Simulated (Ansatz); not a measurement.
**How far PBE and r2SCAN part for InN, tensor shear ε_xy = −0.77 %**

The reference is InN in the zinc blende structure (space group F-43m, No. 216; a = 5.049 Å). Axes: x, y, z lie along the cube axes.

(Cell as relaxed with PBE.)

Levels (all Ansatz, an electronic-structure program, PAW): PBE (420 eV, no spin-orbit coupling); r2SCAN (500 eV, without spin-orbit coupling).

Each level relaxes its own structure.

```tsv
base	PBE	r2SCAN
volume per atom	16.09 Å³	15.62 Å³
lattice parameter a	9.541 bohr	9.447 bohr
band gap	zero	zero
```

The change: a pure shear with ε_xy = ε_yx = -0.0077, atoms relaxed at fixed cell.

```tsv
quantity	PBE	r2SCAN
energy relative to the base (free energy F)	+0.9 meV/atom	(withheld)
pressure (mean of the normal stresses, compression positive)	0.0 GPa	(withheld)
shortest interatomic distance	4.126 bohr	(withheld)
band gap	zero	(withheld)
```

Given the PBE results, estimate those of r2SCAN.


- energy relative to the base (free energy F), r2SCAN: +1.0 meV/atom
- pressure (mean of the normal stresses, compression positive), r2SCAN: 0.0 GPa
- shortest interatomic distance, r2SCAN: 4.086 bohr
- band gap, r2SCAN: zero

PBE's shortest interatomic distance lies 0.040 bohr above r2SCAN's (1.0 %); the two agree on the pressure and band gap. Neither level is exact; r2SCAN is the comparison here, not a measurement.

The cells carry an imposed strain or load. No phonon test of stability was made. The final runs are not spin-polarised. Gaps under 0.05 eV, about the width of the smearing, are given as zero. This is not the structure that InN has at room temperature and ambient pressure. The zero or small gap of InN can change with the level of theory.
